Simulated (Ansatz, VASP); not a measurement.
ZnSn2N2: VASP beside Ansatz

INCAR

```
  PREC = Accurate
  ENCUT = 520
  EDIFF = 1E-7
  ISMEAR = -1
  SIGMA = 0.05
  LREAL = False
  LASPH = True
  NELM = 80
  ALGO = Normal
  ISIF = 2
  LWAVE = False
  LCHARG = False
  GGA = PE
  NBANDS = 33
```

Contents of KPOINTS:

```
regular mesh
0
Gamma
  8 8 4
```

Contents of POSCAR:

```
ZnSn2N2
1.0
    3.3964406116      0.0000000000      0.0000000000
    0.0000000000      3.3964406116      0.0000000000
    0.0000000000      0.0000000000      8.1703291827
Sn Zn N
2 1 2
Direct
    0.5000000000      0.5000000000      0.3058270000
    0.5000000000      0.5000000000      0.6941730000
    0.0000000000      0.0000000000      0.0000000000
    0.0000000000      0.5000000000      0.8541900000
    0.5000000000      0.0000000000      0.1458100000
```

The input input.yaml:

```yaml
crystal:
  lattice:
    - [3.3964406116, 0.0, 0.0]
    - [0.0, 3.3964406116, 0.0]
    - [0.0, 0.0, 8.1703291827]
  atoms:
    - { symbol: Sn, position: [0.5, 0.5, 0.305827] }
    - { symbol: Sn, position: [0.5, 0.5, 0.694173] }
    - { symbol: Zn, position: [0.0, 0.0, 0.0] }
    - { symbol: "N", position: [0.0, 0.5, 0.85419] }
    - { symbol: "N", position: [0.5, 0.0, 0.14581] }
hamiltonian:
  xc: pbe
  pseudopotentials: { kind: paw }
kpoints:
  mp_grid: { grid: [8, 8, 4] }
scf:
  occupations: { method: fermi_dirac, width: 0.05 }
output:
  forces: true
  stress: true
  eigenvalues: true
```

Change from the starting cell: volume scaled by 1.04.

Alike in both runs: task single point; functional PBE; k mesh 8 × 8 × 4; occupations fermi-dirac, width 0.05 eV; no spin polarisation.

|  | VASP | Ansatz |
| --- | --- | --- |
| version | VASP 6.6.1 | Ansatz 0.2.0 |
| potentials or method | VASP PAW PBE potentials, release 64 (Sn_d, Zn, N) | Ansatz PAW |
| plane-wave cutoff (eV) | 520 | 420 |
| valence electrons in the cell | 50 | 50 |

|  | VASP | Ansatz | Ansatz less VASP |
| --- | --- | --- | --- |
| gap on the k mesh at the Fermi level (eV) | none | none | - |
| pressure (GPa) | -3.4 | -3.6 | -0.16 |
| largest component of the traceless stress (GPa) | 0.38 | 0.38 | +0.007 |
| rms of the force components (eV/Å) | 0.116 | 0.121 | +0.0054 |

Atom by atom the forces differ by 0.009 eV/Å (rms over components). A gap of «none» marks a metal or a gap that the smearing closes.
